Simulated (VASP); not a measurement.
**ZnCu2SnS4: Cu into a neighbouring Cu vacancy**

Aim: the barrier for one hop in ZnCu2SnS4: Cu into a neighbouring Cu vacancy. The start is a cell from a database of measured crystal structures.

Main program and level: VASP 6.6.1; PBE, no spin polarisation; plane waves and PAW (Sn, Zn, Cu, S).

## 1. The host crystal

Symmetry: I-4, No. 82, tetragonal system. The conventional cell has a = 5.434 Å, b = 5.434 Å, c = 10.850 Å, α = 90.00°, β = 90.00°, γ = 90.00°. Sn has 4 S at 2.41 Å nearest. Nearest to Zn lie 4 S at 2.33 Å. Nearest to Cu lie 4 S at 2.33 Å. Nearest to S lie 1 Zn at 2.33 Å and 2 Cu at 2.33 Å and 1 Sn at 2.41 Å. Farther neighbours and most contacts between anions are not listed.

Coordinates:

```cif
data_structure
_symmetry_space_group_name_H-M 'I-4'
_symmetry_Int_Tables_number 82
_cell_length_a 5.4342
_cell_length_b 5.4342
_cell_length_c 10.8496
_cell_angle_alpha 90.000
_cell_angle_beta 90.000
_cell_angle_gamma 90.000
_cell_volume 320.39
loop_
_atom_site_label
_atom_site_type_symbol
_atom_site_symmetry_multiplicity
_atom_site_Wyckoff_symbol
_atom_site_fract_x
_atom_site_fract_y
_atom_site_fract_z
_atom_site_occupancy
Sn1 Sn 2 b 0.50000 0.50000 0.00000 1
Zn1 Zn 2 d 0.50000 0.00000 0.25000 1
Cu1 Cu 2 c 0.00000 0.50000 0.25000 1
Cu2 Cu 2 a 0.00000 0.00000 0.00000 1
S1 S 8 g 0.25660 0.25620 0.37179 1
```

## 2. Relax the host

First cell and atoms are relaxed at a raised cutoff, so that later runs start from this functional's own cell.

Input file INCAR:

```
SYSTEM = ZnCu2SnS4
PREC = Accurate
ENCUT = 390
EDIFF = 1E-06
NELM = 120
ISMEAR = 0
SIGMA = 0.1
LREAL = .FALSE.
ALGO = Normal
GGA = PE
NBANDS = 39
LASPH = .TRUE.
LORBIT = 11
LWAVE = .FALSE.
LCHARG = .FALSE.
KPAR = 3
IBRION = 2
NSW = 40
ISIF = 3
EDIFFG = -0.02
POTIM = 0.4
```

Input file POSCAR:

```
ZnCu2SnS4
1.0
   -2.7171000000      2.7171000000      5.4248000000
    2.7171000000     -2.7171000000      5.4248000000
    2.7171000000      2.7171000000     -5.4248000000
Sn Zn Cu S
1 1 2 4
Direct
    0.5000000000      0.5000000000      0.0000000000
    0.2500000000      0.7500000000      0.5000000000
    0.7500000000      0.2500000000      0.5000000000
    0.0000000000      0.0000000000      0.0000000000
    0.6279900000      0.6283900000      0.5128000000
    0.8848100000      0.3720100000      0.0004000000
    0.1155900000      0.1151900000      0.4872000000
    0.3716100000      0.8844100000      0.9996000000
```

Input file KPOINTS:

```
Automatic mesh
0
Gamma
5 5 5
0 0 0
```

Potentials, in the order of the species: Sn, Zn, Cu and S (PBE family, release 64).

Command:

```
$ mpirun -np 3 vasp_std
```

The program printed:

```text
[banner, memory and clock lines left out]
running    3 mpi-ranks, on    1 nodes
 distrk:  each k-point on    1 cores,    3 groups
 distr:  one band on    1 cores,    1 groups

 POSCAR found type information on POSCAR SnZnCuS
 POSCAR found :  4 types and       8 ions
 LDA part: xc-table for (Slater+PW92), standard interpolation
 POSCAR, INCAR and KPOINTS ok, starting setup
 FFT: planning ... GRIDC
 FFT: planning ... GRID_SOFT
 FFT: planning ... GRID
 WAVECAR not read
 entering main loop
       N       E                     dE             d eps       ncg     rms          rms(c)
DAV:   1     0.489200435262E+03    0.48920E+03   -0.22442E+04  1638   0.143E+03
DAV:   2     0.336372159172E+02   -0.45556E+03   -0.43543E+03  1659   0.358E+02
DAV:   3    -0.311004194737E+02   -0.64738E+02   -0.63308E+02  2268   0.151E+02
DAV:   4    -0.348213423652E+02   -0.37209E+01   -0.36917E+01  2405   0.378E+01
DAV:   5    -0.349395977232E+02   -0.11826E+00   -0.11815E+00  2258   0.603E+00    0.168E+01
DAV:   6    -0.342703502730E+02    0.66925E+00   -0.33179E+01  2637   0.102E+02    0.122E+01
DAV:   7    -0.324167417137E+02    0.18536E+01   -0.10132E+01  2268   0.878E+01    0.807E+00
DAV:   8    -0.326368074070E+02   -0.22007E+00   -0.34047E+00  2436   0.212E+01    0.389E+00
DAV:   9    -0.325218854166E+02    0.11492E+00   -0.10838E+00  2213   0.208E+01    0.745E-01
DAV:  10    -0.325182368850E+02    0.36485E-02   -0.85890E-02  2350   0.607E+00    0.262E-01
DAV:  11    -0.325190188604E+02   -0.78198E-03   -0.12413E-02  2647   0.207E+00    0.206E-01
DAV:  12    -0.325192488846E+02   -0.23002E-03   -0.13294E-03  2700   0.873E-01    0.792E-02
DAV:  13    -0.325194581650E+02   -0.20928E-03   -0.54933E-04  2402   0.219E-01    0.496E-02
DAV:  14    -0.325194457805E+02    0.12385E-04   -0.14787E-04  2597   0.258E-01    0.186E-02
DAV:  15    -0.325194509007E+02   -0.51203E-05   -0.28429E-05  2510   0.849E-02    0.725E-03
DAV:  16    -0.325194533339E+02   -0.24331E-05   -0.32689E-06  1632   0.140E-02    0.578E-03
DAV:  17    -0.325194535552E+02   -0.22133E-06   -0.62783E-07  1239   0.785E-03
   1 F= -.32519454E+02 E0= -.32519417E+02  d E =-.325195E+02
 curvature:   0.00 expect dE= 0.000E+00 dE for cont linesearch  0.000E+00
 trial: gam= 0.00000 g(F)=  0.571E-01 g(S)=  0.616E-01 ort = 0.000E+00 (trialstep = 0.100E+01)
 search vector abs. value=  0.119E+00
 bond charge predicted
       N       E                     dE             d eps       ncg     rms          rms(c)
DAV:   1    -0.331538546491E+02   -0.63440E+00   -0.12595E+01  2157   0.540E+01    0.620E+00
DAV:   2    -0.328096575177E+02    0.34420E+00   -0.61871E+00  1948   0.580E+01    0.325E+00
DAV:   3    -0.326221694591E+02    0.18749E+00   -0.18881E+00  2255   0.259E+01    0.206E+00
DAV:   4    -0.325951742262E+02    0.26995E-01   -0.17583E-01  2758   0.558E+00    0.879E-01
DAV:   5    -0.325839827139E+02    0.11192E-01   -0.18461E-02  2532   0.212E+00    0.318E-01
DAV:   6    -0.325830919289E+02    0.89078E-03   -0.73510E-03  2422   0.114E+00    0.215E-01
DAV:   7    -0.325830143295E+02    0.77599E-04   -0.89576E-04  2470   0.919E-01    0.169E-01
DAV:   8    -0.325829869547E+02    0.27375E-04   -0.21651E-04  2702   0.526E-01    0.126E-01
DAV:   9    -0.325829634779E+02    0.23477E-04   -0.12758E-04  2991   0.200E-01    0.334E-02
DAV:  10    -0.325829631137E+02    0.36418E-06   -0.33874E-05  2293   0.870E-02    0.321E-02
DAV:  11    -0.325829624460E+02    0.66766E-06   -0.21279E-06  1363   0.197E-02
   2 F= -.32582962E+02 E0= -.32582598E+02  d E =-.635089E-01
[...]
3 F= -.32583541E+02 E0= -.32583086E+02  d E =-.640875E-01
[...]
4 F= -.32583626E+02 E0= -.32583191E+02  d E =-.641725E-01
[...]
5 F= -.32596451E+02 E0= -.32595972E+02  d E =-.128254E-01
[...]
6 F= -.32601733E+02 E0= -.32601174E+02  d E =-.181073E-01
[...]
7 F= -.32602244E+02 E0= -.32601702E+02  d E =-.186175E-01
[...]
8 F= -.32602250E+02 E0= -.32601710E+02  d E =-.186235E-01
 curvature:  -1.46 expect dE=-0.257E-03 dE for cont linesearch -0.715E-09
 trial: gam= 0.03004 g(F)=  0.944E-04 g(S)=  0.808E-04 ort =-0.299E-05 (trialstep = 0.128E+01)
 search vector abs. value=  0.192E-03
 bond charge predicted
       N       E                     dE             d eps       ncg     rms          rms(c)
DAV:   1    -0.326030239225E+02   -0.77385E-03   -0.20723E-02  2366   0.175E+00    0.224E-01
DAV:   2    -0.326028359573E+02    0.18797E-03   -0.94006E-03  2060   0.192E+00    0.136E-01
DAV:   3    -0.326024418454E+02    0.39411E-03   -0.26414E-03  2294   0.114E+00    0.640E-02
DAV:   4    -0.326024200866E+02    0.21759E-04   -0.20667E-04  2444   0.132E-01    0.331E-02
DAV:   5    -0.326024080595E+02    0.12027E-04   -0.24188E-05  2364   0.115E-01    0.148E-02
DAV:   6    -0.326024062207E+02    0.18388E-05   -0.18087E-05  2430   0.109E-01    0.766E-03
DAV:   7    -0.326024053953E+02    0.82546E-06   -0.46853E-06  1549   0.756E-02
   9 F= -.32602405E+02 E0= -.32601853E+02  d E =-.155810E-03
 trial-energy change:   -0.000156  1 .order   -0.000156   -0.000224   -0.000088
 step:   2.1089(harm=  2.1089)  dis= 0.00183  next Energy=   -32.602434 (dE=-0.185E-03)
 reached required accuracy - stopping structural energy minimisation
```

Run time: 3.5 min. Hardware: 3 MPI ranks of Intel Xeon 6975P-C (Granite Rapids), shared host; peak memory 1.2 GiB.

The logs omit lines about the potential files and the build; timing stands in the text.

OUTCAR, selected parts (step 2):

```text
ion  position               nearest neighbor table
   1  0.500  0.500  0.000-   5 2.41   6 2.41   7 2.41   8 2.41
   2  0.250  0.750  0.500-   5 2.33   6 2.33   7 2.33   8 2.33
   3  0.750  0.250  0.500-   6 2.33   7 2.33   8 2.33   5 2.33
   4  0.000  0.000  0.000-   8 2.33   5 2.33   7 2.33   6 2.33
   5  0.628  0.628  0.513-   2 2.33   4 2.33   3 2.33   1 2.41
   6  0.885  0.372  0.000-   2 2.33   4 2.33   3 2.33   1 2.41
   7  0.116  0.115  0.487-   2 2.33   4 2.33   3 2.33   1 2.41
   8  0.372  0.884  1.000-   2 2.33   4 2.33   3 2.33   1 2.41

  LATTYP: Found a body centered tetragonal cell.
 ALAT       =     5.4342000000
 C/A-ratio  =     1.9965404291

 Subroutine GETGRP returns: Found  4 space group operations
 (whereof  4 operations were pure point group operations)

The static configuration has the point symmetry S_4 .

 Found     21 irreducible k-points:

   k-points           NKPTS =     21   k-points in BZ     NKDIM =     21   number of bands    NBANDS=     39

   dimension x,y,z NGX =    48 NGY =   48 NGZ =   48
   dimension x,y,z NGXF=    96 NGYF=   96 NGZF=   96

   ENCUT  =  390.0 eV  28.66 Ry    5.35 a.u.  10.70 10.70 10.70*2*pi/ulx,y,z

   NELECT =      62.0000    total number of electrons

 k-points in reciprocal lattice and weights: Automatic mesh
   0.00000000  0.00000000  0.00000000       0.008
   0.20000000  0.00000000  0.00000000       0.064
   0.40000000 -0.00000000  0.00000000       0.064
   0.20000000  0.20000000  0.00000000       0.064
   0.40000000  0.20000000  0.00000000       0.064
  -0.40000000 -0.20000000 -0.40000000       0.064
  -0.40000000  0.20000000 -0.00000000       0.064
   0.40000000 -0.20000000 -0.20000000       0.064
  -0.20000000  0.20000000  0.00000000       0.032
[...]
-0.40000000  0.40000000  0.40000000       0.032
  -0.40000000 -0.40000000  0.40000000       0.016

 average (electrostatic) potential at core
       1 -45.8699       2 -35.1657       3 -66.1681       4 -66.1832       5 -87.7457
       6 -87.7457       7 -87.7457       8 -87.7457

 E-fermi :   4.3023

 k-point     1 :       0.0000    0.0000    0.0000
  band No.  band energies     occupation
    ...
     28       2.8299      2.00000
     29       4.1852      1.90223
     30       4.1852      1.90223
     31       4.2512      1.53022
     32       4.3272      0.72454
     33       6.2106      0.00000
     34       6.9321      0.00000
     35       7.8942      0.00000
     36       7.8942      0.00000
     37       9.0833      0.00000
    ...

 k-point     2 :       0.2000    0.0000    0.0000
  band No.  band energies     occupation
    ...
     27       2.7981      2.00000
     28       2.9225      2.00000
     29       3.4640      2.00000
     30       3.8935      2.00000
     31       4.1050      1.99474
     32       5.1663      0.00000
     33       6.7608      0.00000
     34       7.1830      0.00000
     35       7.6164      0.00000
     36       7.7503      0.00000
    ...

 k-point     3 :       0.4000   -0.0000    0.0000
  band No.  band energies     occupation
    ...
     27       2.9177      2.00000
     28       3.0482      2.00000
     29       3.2176      2.00000
     30       3.3724      2.00000
     31       3.8278      2.00000
     32       5.6309      0.00000
     33       7.2654      0.00000
     34       7.3985      0.00000
     35       7.9776      0.00000
     36       8.2158      0.00000
    ...

  Total       -0.0262342     -0.0262342      0.0480503      0.0000001     -0.0000000      0.0000000
  in kB       -0.2572128     -0.2572128      0.4711079      0.0000006     -0.0000000      0.0000000
  external PRESSURE =      -0.0144392 kB  Pullay stress =       0.0000000 kB

  energy-cutoff  :      390.00
  volume of cell :      163.41
      direct lattice vectors                 reciprocal lattice vectors
    -2.735720665  2.735720669  5.458619265     0.000000000  0.182767198  0.091598255
     2.735720665 -2.735720669  5.458619265     0.182767198 -0.000000000  0.091598255
     2.735720669  2.735720665 -5.458619265     0.182767198  0.182767198  0.000000000

 POSITION                                       TOTAL-FORCE (eV/Angst)
 -----------------------------------------------------------------------------------
      0.00000      0.00000      5.45862         0.000000      0.000000      0.000000
      2.73572     -0.00000      2.72931         0.000000      0.000000      0.000000
      0.00000      2.73572      2.72931         0.000000      0.000000     -0.000000
      2.73572     -2.73572      5.45862         0.000000      0.000000      0.000000
      1.41344      1.45426      4.04548        -0.007446      0.003723      0.010646
      1.28146      4.14916      1.41314        -0.003723     -0.007446     -0.010646
      1.32229      1.28146     -1.41314         0.007446     -0.003723      0.010646
      1.45426     -1.41344      6.87176         0.003723      0.007446     -0.010646
 -----------------------------------------------------------------------------------
    total drift:                                0.000022      0.000022      0.000025

  FREE ENERGIE OF THE ION-ELECTRON SYSTEM (eV)
  ---------------------------------------------------
  free  energy   TOTEN  =       -32.6024053953 eV

  energy  without entropy=      -32.6013002900  energy(sigma->0) =      -32.60185284

 reached required accuracy - stopping structural energy minimisation

 total charge
# of ion       s       p       d       tot
------------------------------------------
    1        1.339   1.553   0.293   3.185
    2        0.523   0.449   9.793  10.764
    3        0.362   0.359   9.257   9.979
    4        0.362   0.355   9.257   9.973
    5        1.331   2.369   0.000   3.699
    6        1.331   2.369   0.000   3.699
    7        1.331   2.369   0.000   3.699
    8        1.331   2.369   0.000   3.699
--------------------------------------------------
tot          7.909  12.191  28.599  48.698

[... 3 further parts left out ...]
```

This run has no spin polarisation, so a moment on Cu, if there is one, isn't seen. The gap is read on the k-mesh alone, so it is an upper bound where the band edges lie off the mesh. The gap is under twice the smearing width, so the edge states are partly filled and the run can't tell a small gap from a semimetal. The data set Sn keeps the semicore shell frozen, which is cheaper and a little less accurate. The run keeps the 4 symmetry operations of its start, so it cannot find a distortion of lower symmetry.

Relaxation path:

| step | energy less that of the first step (eV) | largest force (eV/Å) | pressure (GPa) | volume (Å³) |
| --- | --- | --- | --- | --- |
| 1 | 0.0000 | 0.6080 | 2.06 | 160.20 |
| 2 | -0.0635 | 0.2691 | -0.35 | 165.03 |
| 3 | -0.0641 | 0.2220 | -0.77 | 165.81 |
| 4 | -0.0642 | 0.2348 | -0.70 | 165.63 |
| 5 | -0.0770 | 0.1350 | -0.40 | 164.57 |
| 6 | -0.0823 | 0.0377 | 0.13 | 162.87 |
| 7 | -0.0828 | 0.0238 | 0.07 | 163.21 |
| 8 | -0.0828 | 0.0247 | 0.06 | 163.26 |
| 9 | -0.0830 | 0.0135 | 0.00 | 163.41 |

| conventional cell, symmetrised | before | after | change |
| --- | --- | --- | --- |
| a (Å) | 5.434 | 5.471 | +0.7 % |
| b (Å) | 5.434 | 5.471 | +0.7 % |
| c (Å) | 10.850 | 10.917 | +0.6 % |
| volume (Å³/atom) | 20.02 | 20.43 | +2.0 % |

The atoms that moved most (Å, as changes of fractional coordinates times the final cell):

| atom | dx | dy | dz | length |
| --- | --- | --- | --- | --- |
| S6 | -0.052 | 0.009 | 0.013 | 0.055 |
| S8 | 0.052 | -0.009 | 0.013 | 0.055 |
| S7 | -0.009 | -0.052 | -0.013 | 0.055 |
| S5 | 0.009 | 0.052 | -0.013 | 0.055 |

The relaxed structure:

```xyz
8
Lattice="-2.7357 2.7357 5.4586 2.7357 -2.7357 5.4586 2.7357 2.7357 -5.4586" Properties=species:S:1:pos:R:3 pbc="T T T"
Sn    0.0000    0.0000    5.4586
Zn    2.7357    0.0000    2.7293
Cu    0.0000    2.7357    2.7293
Cu    0.0000    0.0000    0.0000
S     1.4134    1.4543    4.0455
S    -1.4543    1.4134    6.8718
S     1.3223    1.2815   -1.4131
S     4.1900    1.3223    1.4131
```

This step gave:

```
electronic cycles                               : 84
electrons                                       : 62
free energy (TOTEN)                             : -32.60 eV
energy at zero smearing                         : -32.60 eV
Fermi energy                                    : 4.302 eV
labelled metallic, from the levels on this mesh : no
gap on the k-mesh                               : 0.07600 eV
least direct gap on the k-mesh                  : 0.07600 eV
```

The run ended after 9 ionic steps, 0.083 eV below its first step, once forces and stress met EDIFFG = -0.02.

[end of part 1 of 3]

[Lines on the potential files, build, host, timing and source positions are cut from VASP's logs without a mark.]

[Logs are printed without paths, hosts, clocks, repeated set-up lines and the standing remarks that a program may print on its own settings, such as how far it seeks lower states.]

[Hosts, paths, dates, database ids (printed as entryN), source tags and the programs' standing remarks are cut or masked in the printed files.]

[Runs that stopped without an error message from VASP are left out.]
